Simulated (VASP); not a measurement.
# Mg3Sb2 (P-3m1) in VASP: a series of runs, part 2 of 2

VASP 6.6.1. Earlier steps stand in the parts before.

## (4) Relaxation of cell and atoms, r2SCAN

INCAR reads:

```
SYSTEM = Mg3Sb2
PREC = Accurate
ENCUT = 600
EDIFF = 1E-6
ISMEAR = 0
SIGMA = 0.03
LREAL = .False.
LASPH = .True.
NELM = 80
ALGO = Normal
ISIF = 3
LWAVE = .False.
LCHARG = .False.
METAGGA = R2SCAN
LMIXTAU = .True.
IBRION = 2
NSW = 90
EDIFFG = -0.01
```

KPOINTS reads:

```
regular mesh
0
Gamma
  9 9 5
  0 0 0
```

POSCAR reads:

```
Mg3Sb2
1.0
    4.5820000000      0.0000000000      0.0000000000
   -2.2910000000      3.9681284001      0.0000000000
    0.0000000000      0.0000000000      7.2440000000
Mg Sb
3 2
Direct
    0.3333333333      0.6666666667      0.6300000000
    0.6666666667      0.3333333333      0.3700000000
    0.0000000000      0.0000000000      0.0000000000
    0.3333333333      0.6666666667      0.2350000000
    0.6666666667      0.3333333333      0.7650000000
```

Potentials or basis: VASP PAW PBE potentials, release 64 (Mg, Sb).

Started as:

```
$ cat potpaw_PBE.64/Mg/POTCAR potpaw_PBE.64/Sb/POTCAR > POTCAR
$ mpirun -np 1 vasp_std > vasp.out
```

OUTCAR:

```text
SYSTEM = Mg3Sb2
   PREC = Accurate
   ENCUT = 600
   EDIFF = 1E-6
   ISMEAR = 0
   LREAL = .False.
   LASPH = .True.
   NELM = 80
   ISIF = 3
   METAGGA = R2SCAN
   IBRION = 2
   NSW = 90
   EDIFFG = -0.01

 ion  position               nearest neighbor table
   1  0.333  0.667  0.630-   5 2.82   5 2.82   5 2.82   4 2.86   2 3.25   2 3.25   2 3.25
   2  0.667  0.333  0.370-   4 2.82   4 2.82   4 2.82   5 2.86   1 3.25   1 3.25   1 3.25
   3  0.000  0.000  0.000-   4 3.15   5 3.15   4 3.15   5 3.15   5 3.15   4 3.15
   4  0.333  0.667  0.235-   2 2.82   2 2.82   2 2.82   1 2.86   3 3.15   3 3.15   3 3.15
   5  0.667  0.333  0.765-   1 2.82   1 2.82   1 2.82   2 2.86   3 3.15   3 3.15   3 3.15

  LATTYP: Found a hexagonal cell.
 ALAT       =     4.5820000000
 C/A-ratio  =     1.5809690092

  Lattice vectors:

 A1 = (   4.5820000000,   0.0000000000,   0.0000000000)
 A2 = (  -2.2910000000,   3.9681284001,   0.0000000000)
 A3 = (   0.0000000000,   0.0000000000,   7.2440000000)

Analysis of symmetry for initial positions (statically):
=====================================================================
 Subroutine PRICEL returns:
 Original cell was already a primitive cell.

 Routine SETGRP: Setting up the symmetry group for a
 hexagonal supercell.

 Subroutine GETGRP returns: Found 12 space group operations
 (whereof 12 operations were pure point group operations)
[... 183 lines left out ...]
  external PRESSURE =       0.2415307 kB  Pullay stress =       0.0000000 kB
[... 182 lines left out ...]
--------------------------------------- Ionic step        6  -------------------------------------------

 number of electron      16.0000000 magnetization

 Free energy of the ion-electron system (eV)
  ---------------------------------------------------
  ext. energy  EPLUGINS =         0.00000000
  ---------------------------------------------------
  free energy    TOTEN  =       -66.26169896 eV

  energy without entropy =      -66.26169896  energy(sigma->0) =      -66.26169896

 E-fermi :   4.4899     XC(G=0):  -9.1794

 val. band max:        4.3486792281   @ k =   0.0000   0.0000   0.0000
 cond. band min:       4.9161406246   @ k =   0.3333   0.3333   0.0000
 fundamental gap:      0.5674613965
 Fermi energy:         4.4898703629

 k-point     1 :       0.0000    0.0000    0.0000
  band No.  band energies     occupation
      1      -6.3365      2.00000
      2      -5.0285      2.00000
      3      -0.6910      2.00000
      4       3.2068      2.00000
      5       3.2068      2.00000
      6       3.9436      2.00000
      7       3.9436      2.00000
      8       4.3487      2.00000
      9       6.1325      0.00000
     10       6.1389      0.00000
     11       7.7790      0.00000
     12       7.7790      0.00000
[... 331 lines left out ...]
 k-point    24 :      -0.1111    0.3333    0.2000
  band No.  band energies     occupation
      1      -5.6779      2.00000
      2      -4.8640      2.00000
      3       0.0332      2.00000
      4       1.0584      2.00000
      5       1.3055      2.00000
      6       2.1581      2.00000
      7       3.0164      2.00000
      8       3.5614      2.00000
      9       5.9373      0.00000
     10       7.1027      0.00000
     11       7.5234      0.00000
     12       8.1863      0.00000

 [... further k-points ...]
[... 5 lines left out ...]
  --------------------------------------------------------------------------------------
  -------------------------------------------------------------------------------------
  Total       -0.0347634     -0.0347634     -0.0011706      0.0000000      0.0000000      0.0000000
  in kB       -0.4254266     -0.4254266     -0.0143255      0.0000000      0.0000000      0.0000000
  external PRESSURE =      -0.2883929 kB  Pullay stress =       0.0000000 kB
[... 20 lines left out ...]
  FREE ENERGIE OF THE ION-ELECTRON SYSTEM (eV)
  ---------------------------------------------------
  free  energy   TOTEN  =       -66.2616989565 eV

  energy  without entropy=      -66.2616989565  energy(sigma->0) =      -66.26169896

 reached required accuracy - stopping structural energy minimisation
```

CONTCAR:

```text
Mg3Sb2
   1.00000000000000
     4.5673578815636091    0.0000000000000000    0.0000000000000000
    -2.2836789407818046    3.9554479535692542   -0.0000000000000000
     0.0000000000000000    0.0000000000000000    7.2468197398617935
  Mg              Sb
     3     2
Direct
     0.3333333332999970    0.6666666667000030    0.6329701588764690
     0.6666666667000030    0.3333333332999970    0.3670298411235311
     0.0000000000000000    0.0000000000000000    0.0000000000000000
     0.3333333332999970    0.6666666667000030    0.2282365194559590
     0.6666666667000030    0.3333333332999970    0.7717634805440409

  0.00000000E+00  0.00000000E+00  0.00000000E+00
  0.00000000E+00  0.00000000E+00  0.00000000E+00
  0.00000000E+00  0.00000000E+00  0.00000000E+00
  0.00000000E+00  0.00000000E+00  0.00000000E+00
  0.00000000E+00  0.00000000E+00  0.00000000E+00
```

It took 17 min on 1 thread of Intel Xeon Platinum 8488C (Sapphire Rapids), shared host; peak memory 0.42 GiB.

Results:

- Free energy: -66.2617 eV
- Relaxed volume: 26.18 Å³/atom
- Relaxed cell: a = 4.567 Å, b = 4.567 Å, c = 7.247 Å, α = 90.00°, β = 90.00°, γ = 120.00°
- Space group after relaxing (to 0.05 Å): P-3m1 (No. 164)
- Energy gained by relaxing: 4.3 meV/atom
- Ionic steps: 6
- Pressure after relaxing: 0.0 GPa
- Largest force after relaxing: 0.010 eV/Å
- Band gap on the k mesh: 0.57 eV, indirect (least direct gap 1.76 eV)

Forces on the atoms (eV/Å):
```
Mg   0.000  0.000  0.010
Mg   0.000  0.000 -0.010
Mg   0.000  0.000  0.000
Sb   0.000  0.000  0.007
Sb   0.000  0.000 -0.007
```

Step by step:
```
step  energy change (eV)  largest force (eV/Å)  pressure (GPa)  volume (Å³)
   1              0.0000                0.3559            0.02       131.71
   2             -0.0138                0.1987           -0.13       131.78
   3             -0.0176                0.0753           -0.24       131.84
   4             -0.0204                0.0468            0.02       130.99
   5             -0.0209                0.0269            0.19       130.44
   6             -0.0214                0.0099           -0.03       130.92
```

Final structure:
```xyz
5
Lattice="4.5674 0.0000 0.0000 -2.2837 3.9554 0.0000 0.0000 0.0000 7.2468" Properties=species:S:1:pos:R:3 pbc="T T T"
Mg    0.0000    2.6370    4.5870
Mg    2.2837    1.3185    2.6598
Mg    0.0000    0.0000    0.0000
Sb    0.0000    2.6370    1.6540
Sb    2.2837    1.3185    5.5928
```

Caveat: the PAW data sets were made with another functional, which shifts forces and pressure a little; spin-orbit coupling is left out, which moves the levels of the heavy elements; an odd mesh through Γ misses points on the zone boundary, where band edges often lie.

## (5) Relaxation of cell and atoms, r2SCAN

This run uses another cell than the first one, of 26.18 Å³/atom, 0.994 times its volume.

Edit INCAR of step 4 so:

```diff
@@ -3,3 +3,3 @@
 ENCUT = 600
-EDIFF = 1E-6
+EDIFF = 1E-7
 ISMEAR = 0
@@ -17,2 +17,2 @@
 NSW = 90
-EDIFFG = -0.01
+EDIFFG = -0.005
```

KPOINTS is that of step 4.

POSCAR reads:

```
Mg3Sb2                                  
1.0
    4.5673578816      0.0000000000      0.0000000000
   -2.2836789408      3.9554479536     -0.0000000000
    0.0000000000      0.0000000000      7.2468197399
  Mg              Sb            
     3     2
Direct
     0.3333333332999970    0.6666666667000030    0.6329701588764690
     0.6666666667000030    0.3333333332999970    0.3670298411235311
     0.0000000000000000    0.0000000000000000    0.0000000000000000
     0.3333333332999970    0.6666666667000030    0.2282365194559590
     0.6666666667000030    0.3333333332999970    0.7717634805440409
```

Started as:

```
$ cat potpaw_PBE.64/Mg/POTCAR potpaw_PBE.64/Sb/POTCAR > POTCAR
$ mpirun -np 1 vasp_std > vasp.out
```

Wall time 9.6 min (1 thread of Intel Xeon Platinum 8488C (Sapphire Rapids), shared host); peak memory 0.37 GiB.

Results (log left out):

```yaml
Free_energy: -66.2617 eV
Relaxed_volume: 26.17 Å³/atom
Relaxed_cell: a = 4.565 Å, b = 4.565 Å, c = 7.248 Å, α = 90.00°, β = 90.00°, γ = 120.00°
Space_group_after_relaxing_to_0.05_Å: P-3m1 (No. 164)
Energy_gained_by_relaxing: 0.0 meV/atom
Ionic_steps: 5
Pressure_after_relaxing: 0.0 GPa
Largest_force_after_relaxing: 0.004 eV/Å
Band_gap_on_the_k_mesh: 0.57 eV, indirect (least direct gap 1.77 eV)
```

Forces in eV/Å, atoms in the order of the input:
```
Mg   0.000  0.000  0.004
Mg   0.000  0.000 -0.004
Mg   0.000  0.000  0.000
Sb   0.000  0.000  0.002
Sb   0.000  0.000 -0.002
```

Final structure:
```cif
data_structure
_symmetry_space_group_name_H-M 'P 1'
_symmetry_Int_Tables_number 1
_cell_length_a 4.5654
_cell_length_b 4.5654
_cell_length_c 7.2477
_cell_angle_alpha 90.000
_cell_angle_beta 90.000
_cell_angle_gamma 120.000
_cell_volume 130.83
loop_
_atom_site_label
_atom_site_type_symbol
_atom_site_fract_x
_atom_site_fract_y
_atom_site_fract_z
_atom_site_occupancy
Mg1 Mg 0.33333 0.66667 0.63312 1
Mg2 Mg 0.66667 0.33333 0.36688 1
Mg3 Mg 0.00000 0.00000 0.00000 1
Sb1 Sb 0.33333 0.66667 0.22833 1
Sb2 Sb 0.66667 0.33333 0.77167 1
```

Levels at points of the mesh, in eV from the valence-band top:
```tsv
k point	band 5	band 6	band 7	band 8	band 9	band 10	band 11	band 12
(0.00, 0.00, 0.00)	-1.14	-0.40	-0.40	0.00	1.79	1.80	3.43	3.43
```

Caveat: the PAW data sets were made with another functional, which shifts forces and pressure a little; spin-orbit coupling is left out, which moves the levels of the heavy elements; an odd mesh through Γ misses points on the zone boundary, where band edges often lie.

## (6) Relaxation of cell and atoms, PBEsol

INCAR reads:

```
SYSTEM = Mg3Sb2
ALGO = Normal
EDIFF = 1E-6
EDIFFG = -0.01
ENCUT = 600
GGA = PS
IBRION = 2
ISIF = 3
ISMEAR = 0
LASPH = .True.
LCHARG = .False.
LREAL = .False.
LWAVE = .False.
NELM = 80
NSW = 90
PREC = Accurate
SIGMA = 0.03
```

KPOINTS reads:

```
k-points
0
Gamma
  9 9 5
  0 0 0
```

POSCAR reads:

```
Mg3Sb2
1.0
    4.5820000000      0.0000000000      0.0000000000
   -2.2910000000      3.9681284001      0.0000000000
    0.0000000000      0.0000000000      7.2440000000
Mg Sb
3 2
Direct
    0.3333333333      0.6666666667      0.6300000000
    0.6666666667      0.3333333333      0.3700000000
    0.0000000000      0.0000000000      0.0000000000
    0.3333333333      0.6666666667      0.2350000000
    0.6666666667      0.3333333333      0.7650000000
```

Potentials or basis: VASP PAW PBE potentials, release 64 (Mg, Sb).

Started as:

```
$ cat potpaw_PBE.64/Mg/POTCAR potpaw_PBE.64/Sb/POTCAR > POTCAR
$ mpirun -np 1 vasp_std > vasp.out
```

It took 5.2 min on 1 thread of Intel Xeon Platinum 8488C (Sapphire Rapids), shared host; peak memory 0.38 GiB.

It converged, with:

```
Free energy                            : -16.1607 eV
Relaxed volume                         : 25.78 Å³/atom
Relaxed cell                           : a = 4.552 Å, b = 4.552 Å, c = 7.182 Å, α = 90.00°, β = 90.00°, γ = 120.00°
Space group after relaxing (to 0.05 Å) : P-3m1 (No. 164)
Energy gained by relaxing              : 8.7 meV/atom
Ionic steps                            : 6
Pressure after relaxing                : 0.1 GPa
Largest force after relaxing           : 0.008 eV/Å
Band gap on the k mesh                 : 0.16 eV, indirect (least direct gap 1.09 eV)
```

Forces in eV/Å, atoms in the order of the input:
```
Mg   0.000  0.000 -0.008
Mg   0.000  0.000  0.008
Mg   0.000  0.000  0.000
Sb   0.000  0.000  0.007
Sb   0.000  0.000 -0.007
```

The path:
| step | energy change (eV) | largest force (eV/Å) | pressure (GPa) | volume (Å³) |
| --- | --- | --- | --- | --- |
| 1 | 0.0000 | 0.4752 | -0.37 | 131.71 |
| 2 | -0.0233 | 0.3305 | -0.14 | 130.54 |
| 3 | -0.0358 | 0.1138 | 0.31 | 128.71 |
| 4 | -0.0423 | 0.0317 | -0.09 | 129.45 |
| 5 | -0.0427 | 0.0279 | -0.21 | 129.68 |
| 6 | -0.0437 | 0.0078 | 0.06 | 128.91 |

Final structure:
```yaml
crystal:
  lattice:
    - [4.55240, 0.00000, 0.00000]
    - [-2.27620, 3.94250, 0.00000]
    - [0.00000, 0.00000, 7.18246]
  atoms:
    - { symbol: Mg, position: [0.33333, 0.66667, 0.63261] }
    - { symbol: Mg, position: [0.66667, 0.33333, 0.36739] }
    - { symbol: Mg, position: [0.00000, 0.00000, 0.00000] }
    - { symbol: Sb, position: [0.33333, 0.66667, 0.22362] }
    - { symbol: Sb, position: [0.66667, 0.33333, 0.77638] }
```

Levels at points of the mesh, in eV from the valence-band top:
```csv
k point,band 5,band 6,band 7,band 8,band 9,band 10,band 11,band 12
"(0.00, 0.00, 0.00)",-1.17,-0.44,-0.44,0.00,1.09,1.15,2.99,2.99
```

Caveat: the PAW data sets were made with another functional, which shifts forces and pressure a little; spin-orbit coupling is left out, which moves the levels of the heavy elements; an odd mesh through Γ misses points on the zone boundary, where band edges often lie.
